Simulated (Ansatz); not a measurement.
Born–Oppenheimer molecular dynamics of a periodic cell of 12 atoms, Ru (surface Ru(0001)). It goes on from the last frame of an earlier run, with new velocities.

These are results of Ansatz, DFT PBEsol, scalar-relativistic, plane waves, PAW, not measurements. Settings: accuracy low, PAW set soft_1, cutoff 420 eV, k mesh 2x2x1, fermi-dirac smearing 0.1 eV, no spin polarisation.

* ensemble: NVT, Langevin thermostat
* time step: 3 fs
* steps asked: 300
* set temperature: 750 K
* friction: 0.005 /fs
* atoms held: 1 to 4
* seed: 754907

First frame:

```xyz
12
Lattice="5.4000 0.0000 0.0000 2.7000 4.6765 0.0000 0.0000 0.0000 15.2768" Properties=species:S:1:pos:R:3
Ru 0.000 0.000 1.000
Ru 2.700 0.000 1.000
Ru 1.350 2.338 1.000
Ru 4.050 2.338 1.000
Ru -0.020 1.587 3.005
Ru 2.608 1.493 3.031
Ru 1.405 3.897 3.059
Ru 4.003 3.842 3.103
Ru -0.007 0.092 5.173
Ru 2.694 -0.019 5.176
Ru 1.349 2.280 5.105
Ru 3.738 2.300 5.189
```

Problem. What does the run give?

Solution. The run went to its last step.

| Quantity | Value |
| --- | --- |
| steps done | 300 |
| time covered | 900 fs |
| mean temperature over the second half | 870 K |
| spread of the potential energy over the second half | 18.8 meV per atom |
| mean potential energy of the second half above the start | 27.2 meV per atom |

The mean temperature of the second half is 16 % above the set value. A run of 0.9 ps of so small a system gives no equilibrium averages. Limits of this set-up: coarse k mesh, thin slab, slab without dipole correction, PAW files made for another functional, low accuracy level.

Problem. What happens to the structure?

Solution. Mean squared displacements from the first frame to the last: Ru 0.06 Å². Another seed would give other details.

Problem. How do temperature and energy run in time?

Solution. 
| time (fs) | T (K) | potential energy less start (eV) |
| --- | --- | --- |
| 0.0 | 750 | 0.000 |
| 75.0 | 859 | 0.253 |
| 150.0 | 539 | 0.197 |
| 225.0 | 468 | 0.088 |
| 300.0 | 575 | 0.349 |
| 375.0 | 771 | -0.025 |
| 450.0 | 481 | 0.322 |
| 525.0 | 702 | 0.331 |
| 600.0 | 728 | 0.622 |
| 675.0 | 1338 | 0.247 |
| 750.0 | 1062 | 0.400 |
| 825.0 | 1128 | 0.006 |
| 900.0 | 653 | 0.291 |

Run time: 20 min on 2 threads of Arm Neoverse V2 (shared host), peak memory 0.9 GiB.
